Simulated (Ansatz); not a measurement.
# Ag: other elements on the same sites

The structure type of Ag is kept and its elements are changed: Ag → Pd; Ag → K. Wanted are volume, gap and formation energy of each.

Computed with Ansatz 0.2.0 (DFT PBEsol, scalar-relativistic, plane waves, PAW, unless a step's input says otherwise).

1 further run of the same task is left out (set aside as unsound or not needed).

## 1. Starting point

Symmetry: Im-3m, No. 229, cubic system. Conventional cell: a = 3.225 Å, b = 3.225 Å, c = 3.225 Å, α = 90.00°, β = 90.00°, γ = 90.00°. Ag (site symmetry m-3m) is surrounded by 8 Ag at 2.79 Å.

As a file:

```
Ag
1.0
    -1.61256    1.61256    1.61256
     1.61256   -1.61256    1.61256
     1.61256    1.61256   -1.61256
Ag
1
Direct
  0.00000 0.00000 0.00000
```

It goes back to an entry of the Materials Project, which need not be the stable form.

It is the result of an earlier relaxation at this level (volume 16.77 Å³/atom; gap on the mesh: none (metal)).

## 2. The substitution Ag → Pd

Pd starts from the relaxed positions of Ag, with all lengths scaled by 0.972, a guess from tabulated radii.

## 3. Probe: one point at the start (Pd)

Input file input.yaml:

```yaml
crystal:
  lattice:
    - [-1.5668632857, 1.5668632857, 1.5668632857]
    - [1.5668632857, -1.5668632857, 1.5668632857]
    - [1.5668632857, 1.5668632857, -1.5668632857]
  atoms:
    - { symbol: Pd, position: [0.0, 0.0, 0.0] }
basis:
  ecutwfc: 420
kpoints:
  mp_grid: { grid: [8, 8, 8] }
hamiltonian:
  xc: pbesol
scf:
  occupations: { method: gaussian, width: 0.1 }
output:
  forces: true
  stress: true
  eigenvalues: true
```

Started as:

```bash
> ansatz run input.yaml --threads 1 --pin off --max-ram 2560MiB --backend cpu --events-out ev --progress --plain --runs-dir out
```

Further runs follow: a loose first relaxation (Pd); the relaxation (Pd); a first look at the start (K); a loose first relaxation (K); relaxing cell and atoms (K).

**Question.** What will these runs give? Wanted: Ag → Pd; Ag → K.

As calculated:

| quantity | value |
| --- | --- |
| Ag → Pd (Pd) | 14.66 Å³/atom, gap none (metal) |
| Ag → K (K) | 70.12 Å³/atom, gap none (metal) |

In words: Per atom and against the relaxed parent, K is the largest of the new crystals (+318.1 %) and Pd the smallest (-12.6 %). All of them are metals at this level.
